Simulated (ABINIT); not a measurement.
# HCl (Fmmm) in ABINIT: single point with LDA

Aim: the single point of HCl with LDA.

Everything below comes from runs of ABINIT 10.8.3 (patched build). Logs are shortened: lines on timing, memory, paths and dates and some standing lists are left out, and cuts for length are marked. The log counts tension as positive stress, the text compression.

**1. The structure**

It takes space group Fmmm (No. 69, orthorhombic). Conventional cell: a = 5.030 Å, b = 5.350 Å, c = 5.710 Å, α = 90.00°, β = 90.00°, γ = 90.00°. Cl (site symmetry mmm) has 6 H at 2.52 to 2.85 Å as nearest neighbours. Around H (site symmetry mmm) lie 6 Cl at 2.52 to 2.85 Å.

**2. Single point, LDA**

The input, run.abi:

```
# Pseudopotentials
pp_dirpath "./"
pseudos "Cl.upf, H.upf"

# Structure
acell 3*1.0
rprim
     0.0000000000     5.0550173834     5.3951680858
     4.7526612034     0.0000000000     5.3951680858
     4.7526612034     5.0550173834     0.0000000000
ntypat 2
znucl 17 1
natom 2
typat 1 2
xred
     0.5000000000     0.5000000000     0.5000000000
     0.0000000000     0.0000000000     0.0000000000
chkprim 0
chksymtnons 0
tolsym 1.0e-6

# Plane-wave basis
ecut 1006.821291 eV

# k points
kptopt 1
ngkpt 7 7 7
nshiftk 1
shiftk 0.0 0.0 0.0

# Exchange and correlation
ixc 7

# Bands and occupations
nband 8
occopt 3
tsmear 0.00183747

# SCF cycle
nstep 100
tolvrs 1.0e-10

# Output
iomode 3
prtwf 0
prteig 0
prtebands 0
prtden 1
prtvha 1
prtvclmb 1
prtpot 1
prtelf 1
```

Potentials or basis: PseudoDojo NC SR LDA v0.4.1 standard.

On the command line:

```sh
$ abinit run.abi > log 2>&1
```

run.abo:

```text
.Version 10.8.3 of ABINIT
 Symmetries : space group Fm m m (# 69); Bravais oF (face-center ortho.)
================================================================================
 Values of the parameters that define the memory need of the present run
     intxc =       0    ionmov =       0      iscf =       7    lmnmax =       6
     lnmax =       6     mgfft =      45  mpssoang =       3    mqgrid =    3001
     natom =       2  nloc_mem =       1    nspden =       1   nspinor =       1
    nsppol =       1      nsym =       8    n1xccc =    2501    ntypat =       2
    occopt =       3   xclevel =       1
       mpw =        2813          nfft =       91125          nkpt =          64
================================================================================
================================================================================

--------------------------------------------------------------------------------
------------- Echo of variables that govern the present computation ------------
--------------------------------------------------------------------------------
 -outvars: echo values of preprocessed input variables --------
            acell      1.0000000000E+00  1.0000000000E+00  1.0000000000E+00 Bohr
              amu      3.54527000E+01  1.00794000E+00
          chkprim           0
      chksymtnons           0
             ecut      3.70000000E+01 Hartree
                       outvar_i_n : Printing only first  50 k-points.
              ixc           7
                       outvar_i_n : Printing only first  50 k-points.
         kptrlatt        7    0    0      0    7    0      0    0    7
          kptrlen      4.85685956E+01
            natom           2
            nband           8
            ngfft          45      45      45
             nkpt          64
            nstep         100
             nsym           8
           ntypat           2
                       prtocc : prtvol=0, do not print more k-points.
           occopt           3
        prtebands           0
           prteig           0
           prtelf           1
           prtpot           1
         prtvclmb           1
           prtvha           1
            prtwf           0
            rprim      0.0000000000E+00  5.0550173834E+00  5.3951680858E+00
                       4.7526612034E+00  0.0000000000E+00  5.3951680858E+00
                       4.7526612034E+00  5.0550173834E+00  0.0000000000E+00
          spgroup          69
           tolsym      1.00000000E-06
           tolvrs      1.00000000E-10
           tsmear      1.83747000E-03 Hartree
            typat      1  2
                       outvars : Printing only first  50 k-points.
           xangst      2.5149999983E+00  2.6749999982E+00  2.8549999981E+00
                       0.0000000000E+00  0.0000000000E+00  0.0000000000E+00
            xcart      4.7526612034E+00  5.0550173834E+00  5.3951680858E+00
                       0.0000000000E+00  0.0000000000E+00  0.0000000000E+00
             xred      5.0000000000E-01  5.0000000000E-01  5.0000000000E-01
                       0.0000000000E+00  0.0000000000E+00  0.0000000000E+00
            znucl       17.00000    1.00000

================================================================================

 chkinp: Checking input parameters for consistency.

================================================================================
== DATASET  1 ==================================================================

--- !DatasetInfo
iteration_state: {dtset: 1, }
dimensions: {natom: 2, nkpt: 64, mband: 8, nsppol: 1, nspinor: 1, nspden: 1, mpw: 2813, }
cutoff_energies: {ecut:  37.0, pawecutdg:  -1.0, }
electrons: {nelect:   8.00000000E+00, charge:   0.00000000E+00, occopt:   3.00000000E+00, tsmear:   1.83747000E-03, }
meta: {optdriver: 0, ionmov: 0, optcell: 0, iscf: 7, paral_kgb: 0, }
...

 Exchange-correlation functional for the present dataset will be:
  LDA: Perdew-Wang 92 LSD fit to Ceperley-Alder data - ixc=7
  J.P.Perdew and Y.Wang, PRB 45, 13244 (1992)

 Real(R)+Recip(G) space primitive vectors, cartesian coordinates (Bohr,Bohr^-1):
 R(1)=  0.0000000  5.0550174  5.3951681  G(1)= -0.1052042  0.0989116  0.0926755
 R(2)=  4.7526612  0.0000000  5.3951681  G(2)=  0.1052042 -0.0989116  0.0926755
 R(3)=  4.7526612  5.0550174  0.0000000  G(3)=  0.1052042  0.0989116 -0.0926755
 Unit cell volume ucvol=  2.5923551E+02 bohr^3
 Angles (23,13,12)=  6.30776752E+01  6.01231744E+01  5.67991504E+01 degrees

 getcut: wavevector=  0.0000  0.0000  0.0000  ngfft=  45  45  45
         ecut(hartree)=     37.000   => boxcut(ratio)=   2.17417

--- Pseudopotential description ------------------------------------------------
- pspini: atom type   1  psp file is ./Cl.upf
12 -1012 2 -1 1016                            pspcod,pspxc,lmax,lloc,mmax
     nproj     2     2     2

- pspini: atom type   2  psp file is ./H.upf
12 -1012 1 -1 1180                            pspcod,pspxc,lmax,lloc,mmax
     nproj     2     1     0

   7.39157898E+01                                ecore*ucvol(ha*bohr**3)
--------------------------------------------------------------------------------

================================================================================

--- !BeginCycle
iteration_state: {dtset: 1, }
solver: {iscf: 7, nstep: 100, nline: 4, wfoptalg: 0, }
tolerances: {tolvrs: 1.00E-10, }
...

     iter   Etot(hartree)      deltaE(h)  residm     vres2
 ETOT  1  -16.872265478518    -1.687E+01 7.876E-02 1.661E+02
 ETOT  2  -16.878889063281    -6.624E-03 7.318E-03 1.594E+02
 ETOT  3  -16.899295803267    -2.041E-02 1.647E-03 4.185E+00
 ETOT  4  -16.899650111253    -3.543E-04 4.943E-04 1.556E+00
 ETOT  5  -16.899859708255    -2.096E-04 1.572E-04 1.211E-01
 ETOT  6  -16.899875907234    -1.620E-05 1.447E-04 8.213E-03
 ETOT  7  -16.899877090581    -1.183E-06 4.936E-05 7.293E-05
 ETOT  8  -16.899877101166    -1.058E-08 6.145E-05 6.168E-07
 ETOT  9  -16.899877101257    -9.117E-11 2.875E-05 3.998E-10
 ETOT 10  -16.899877101257    -2.487E-13 5.836E-05 7.657E-11

 At SCF step   10       vres2   =  7.66E-11 < tolvrs=  1.00E-10 =>converged.

 Compute ELF
--------------------------------------------------------------------------------

 Compute kinetic energy density

 Compute gradient of the electron density
 Electron Localization Function (ELF) [min:0;max:1]
)     Maximum=    9.9937E-01  at reduced coord.    0.0000    0.0000    0.0000
)     Minimum=    1.0257E-05  at reduced coord.    0.5111    0.4889    0.4889
   Integrated=    8.9529E+01

--------------------------------------------------------------------------------
 End of ELF section

 Cartesian components of stress tensor (hartree/bohr^3)
  sigma(1 1)=  5.76693640E-04  sigma(3 2)=  0.00000000E+00
  sigma(2 2)=  3.79450477E-04  sigma(3 1)=  0.00000000E+00
  sigma(3 3)=  2.49366582E-04  sigma(2 1)=  0.00000000E+00

--- !ResultsGS
iteration_state: {dtset: 1, }
comment   : Summary of ground state results
lattice_vectors:
- [  0.0000000,   5.0550174,   5.3951681, ]
- [  4.7526612,   0.0000000,   5.3951681, ]
- [  4.7526612,   5.0550174,   0.0000000, ]
lattice_lengths: [   7.39331,    7.18997,    6.93837, ]
lattice_angles: [ 63.078,  60.123,  56.799, ] # degrees, (23, 13, 12)
lattice_volume:   2.5923551E+02
convergence: {deltae: -2.487E-13, res2:  7.657E-11, residm:  5.836E-05, diffor: null, }
etotal    :  -1.68998771E+01
entropy   :   0.00000000E+00
fermie    :  -7.36165006E-02
cartesian_stress_tensor: # hartree/bohr^3
- [  5.76693640E-04,   0.00000000E+00,   0.00000000E+00, ]
- [  0.00000000E+00,   3.79450477E-04,   0.00000000E+00, ]
- [  0.00000000E+00,   0.00000000E+00,   2.49366582E-04, ]
pressure_GPa:  -1.1822E+01
xred      :
- [  5.0000E-01,   5.0000E-01,   5.0000E-01, Cl]
- [  0.0000E+00,   0.0000E+00,   0.0000E+00,  H]
cartesian_forces: # hartree/bohr
- [ -0.00000000E+00,  -0.00000000E+00,  -0.00000000E+00, ]
- [ -0.00000000E+00,  -0.00000000E+00,  -0.00000000E+00, ]
force_length_stats: {min:   0.00000000E+00, max:   0.00000000E+00, mean:   0.00000000E+00, }
...

 Integrated electronic density in atomic spheres:
 ------------------------------------------------
 Atom  Sphere_radius  Integrated_density
    1        2.00000          4.87956134
    2        2.00000          0.57980347
================================================================================

 ----iterations are completed or convergence reached----

 Mean square residual over all n,k,spin=   21.455E-08; max=  58.358E-06
 reduced coordinates (array xred) for    2 atoms
       0.500000000000      0.500000000000      0.500000000000
       0.000000000000      0.000000000000      0.000000000000
 rms dE/dt=  0.0000E+00; max dE/dt=  0.0000E+00; dE/dt below (all hartree)
    1       0.000000000000      0.000000000000      0.000000000000
    2       0.000000000000      0.000000000000      0.000000000000

 cartesian coordinates (angstrom) at end:
    1      2.51499999827590     2.67499999819904     2.85499999805966
    2      0.00000000000000     0.00000000000000     0.00000000000000

 cartesian forces (hartree/bohr) at end:
    1     -0.00000000000000    -0.00000000000000    -0.00000000000000
    2     -0.00000000000000    -0.00000000000000    -0.00000000000000
 frms,max,avg= 0.0000000E+00 0.0000000E+00   0.000E+00  0.000E+00  0.000E+00 h/b

 cartesian forces (eV/Angstrom) at end:
    1     -0.00000000000000    -0.00000000000000    -0.00000000000000
    2     -0.00000000000000    -0.00000000000000    -0.00000000000000
 frms,max,avg= 0.0000000E+00 0.0000000E+00   0.000E+00  0.000E+00  0.000E+00 e/A
 length scales=  1.000000000000  1.000000000000  1.000000000000 bohr
              =  0.529177210544  0.529177210544  0.529177210544 angstroms
 Fermi (or HOMO) energy (hartree) =  -0.07362   Average Vxc (hartree)=  -0.30795
 Eigenvalues (hartree) for nkpt=  64  k points:
 kpt#   1, nband=  8, wtk=  0.00292, kpt=  0.0000  0.0000  0.0000 (reduced coord)
  -0.56185   -0.08342   -0.07813   -0.07662   -0.07468    0.33511    0.35993    0.37900
      occupation numbers for kpt#   1
   2.00000    1.99043    1.84232    1.67306    1.28237    0.00000    0.00000    0.00000
 prteigrs : prtvol=0 or 1, do not print more k-points.

--- !EnergyTerms
iteration_state     : {dtset: 1, }
comment             : Components of total free energy in Hartree
kinetic             :  5.71161729790460E+00
hartree             :  2.82247318237786E+00
xc                  : -4.61610512203165E+00
Ewald energy        : -1.20602311581916E+01
psp_core            :  2.85129883363564E-01
local_psp           : -1.12654587237138E+01
non_local_psp       :  2.22283907727114E+00
internal            : -1.68997355630199E+01
'-kT*entropy'       : -1.41538237238211E-04
total_energy        : -1.68998771012572E+01
total_energy_eV     : -4.59869083311918E+02
band_energy         : -1.82963928333867E+00
...

 Cartesian components of stress tensor (hartree/bohr^3)
  sigma(1 1)=  5.76693640E-04  sigma(3 2)=  0.00000000E+00
  sigma(2 2)=  3.79450477E-04  sigma(3 1)=  0.00000000E+00
  sigma(3 3)=  2.49366582E-04  sigma(2 1)=  0.00000000E+00

-Cartesian components of stress tensor (GPa)         [Pressure= -1.1822E+01 GPa]
- sigma(1 1)=  1.69669127E+01  sigma(3 2)=  0.00000000E+00
- sigma(2 2)=  1.11638185E+01  sigma(3 1)=  0.00000000E+00
- sigma(3 3)=  7.33661813E+00  sigma(2 1)=  0.00000000E+00

== END DATASET(S) ==============================================================
================================================================================

 -outvars: echo values of variables after computation  --------
            acell      1.0000000000E+00  1.0000000000E+00  1.0000000000E+00 Bohr
           etotal     -1.6899877101E+01
            fcart     -0.0000000000E+00 -0.0000000000E+00 -0.0000000000E+00
                      -0.0000000000E+00 -0.0000000000E+00 -0.0000000000E+00
            rprim      0.0000000000E+00  5.0550173834E+00  5.3951680858E+00
                       4.7526612034E+00  0.0000000000E+00  5.3951680858E+00
                       4.7526612034E+00  5.0550173834E+00  0.0000000000E+00
           strten      5.7669363997E-04  3.7945047732E-04  2.4936658186E-04
                       0.0000000000E+00  0.0000000000E+00  0.0000000000E+00
           xangst      2.5149999983E+00  2.6749999982E+00  2.8549999981E+00
                       0.0000000000E+00  0.0000000000E+00  0.0000000000E+00
             xred      5.0000000000E-01  5.0000000000E-01  5.0000000000E-01
                       0.0000000000E+00  0.0000000000E+00  0.0000000000E+00
 Calculation completed.
```

Run time: 54 s. Hardware: 1 thread of Arm Neoverse V1, shared host; peak memory 0.09 GiB.

Results:

```yaml
Free_energy: -459.8691 eV
Pressure: -11.8 GPa
Band_gap_on_the_k_mesh: none (metal or under the smearing width)
Valence_electrons_inside_the_program's_atomic_spheres: Cl 4.88; H 0.58
```

Levels at points of the mesh, in eV from the Fermi level:
```
           k point  band 2  band 3  band 4  band 5  band 6  band 7
(0.00, 0.00, 0.00)   -0.27   -0.12   -0.08   -0.03   11.12   11.80
```
